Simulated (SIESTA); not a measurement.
The system is HgTe (Coloradoite).

```
Hg Te
1.0
     0.00000    3.21450    3.21450
     3.21450    0.00000    3.21450
     3.21450    3.21450    0.00000
Hg Te
1 1
Direct
  0.00000 0.00000 0.00000
  0.75000 0.75000 0.75000
```

Base run:

```yaml
Program: SIESTA 5.4.2
Functional: PBE
Potentials_or_basis: PseudoDojo 0.4 standard (PBE files)
Basis: SZP (energy shift 0.002 Ry)
Grid_cutoff: 800 Ry
Energy_shift: 0.002 Ry
k_mesh: 7 × 7 × 7
Occupations: fermi-dirac, width 0.05 eV
Spin: no spin polarisation
```

Its results: band gap on the k mesh 1.51 eV, indirect (least direct gap 2.49 eV); pressure -1.1 GPa.

The run is repeated on the same cell with these changes: basis from SZP (energy shift 0.002 Ry) to SZP (energy shift 0.005 Ry); energy shift from 0.002 Ry to 0.005 Ry. What comes out?

Band gap on the k mesh 1.64 eV, indirect (least direct gap 2.64 eV); pressure -4.6 GPa.

Caveats: short orbitals over semicore shells can move pressures by several GPa; the valence orbitals were made in a potential fitted to the semicore shell under them, which widens gaps by tenths of an eV or more; spin-orbit coupling is left out, which moves the levels of the heavy elements; the mesh misses the band edges, which the band path finds closer together; the basis of atomic orbitals isn't converged, which shifts pressures, moduli and gaps.

Not every run made on this cell is shown here.
